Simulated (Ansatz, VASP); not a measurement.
## InP in VASP and in Ansatz

```
In P
1.0
     0.00000    2.85500    2.85500
     2.85500    0.00000    2.85500
     2.85500    2.85500    0.00000
In P
1 1
Direct
  0.00000 0.00000 0.00000
  0.50000 0.50000 0.50000
```

Measurements of this composition are mostly on another form, of space group No. 216.

Alike in both runs: task single point; functional r2SCAN; k mesh 14 × 14 × 14; occupations gaussian, width 0.15 eV; no spin polarisation.

|  | VASP | Ansatz |
| --- | --- | --- |
| version | VASP 6.6.1 | Ansatz 0.2.0 |
| potentials or method | VASP PAW PBE potentials, release 64 (In_d, P) | scalar-relativistic, plane waves, PAW |
| plane-wave cutoff (eV) | 520 | 500 |
| valence electrons in the cell | 18 | 18 |

```tsv
	VASP	Ansatz	Ansatz less VASP
gap on the k mesh at the Fermi level (eV)	none	none	-
pressure (GPa)	-7.3	-7.3	-0.01
```

A gap of «none» marks a metal or a gap that the smearing closes.

Caveats: the PAW data sets were made with another functional, which shifts forces and pressure a little (VASP).
